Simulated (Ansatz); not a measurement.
# Hg: equation of state with PBE

The system is Hg.

```xyz
3
Lattice="3.3206 0.0000 0.0000 -1.4721 3.0761 0.0000 -0.9583 -1.3973 8.1206" Properties=species:S:1:pos:R:3 pbc="T T T"
Hg    0.0000    0.0000    0.0000
Hg    0.3568   -0.1334    5.3981
Hg    0.5333    1.8123    2.7225
```

```json
{
  "Program": "Ansatz 0.2.0",
  "Task": "equation of state",
  "Functional": "PBE",
  "Potentials or basis": "Ansatz PAW",
  "Cutoff": "420 eV",
  "Density cutoff": "1680 eV",
  "k mesh": "9 × 9 × 4",
  "Occupations": "fermi-dirac, width 0.05 eV",
  "Spin": "no spin polarisation"
}
```

| Property | Result |
| --- | --- |
| Equilibrium volume | outside the volumes run |

Energy against volume, from the lowest point:
| volume (Å³/atom) | energy (meV/atom) |
| --- | --- |
| 25.990 | 16.93 |
| 26.543 | 11.88 |
| 27.096 | 8.09 |
| 27.649 | 5.23 |
| 28.202 | 3.02 |
| 28.755 | 1.29 |
| 29.308 | 0.00 |

All runs of the series together: 22 s on 2 threads of AMD EPYC 9B45 (Zen 5), with other jobs on the host.

Spin-orbit coupling is left out, which matters for the levels of Hg.
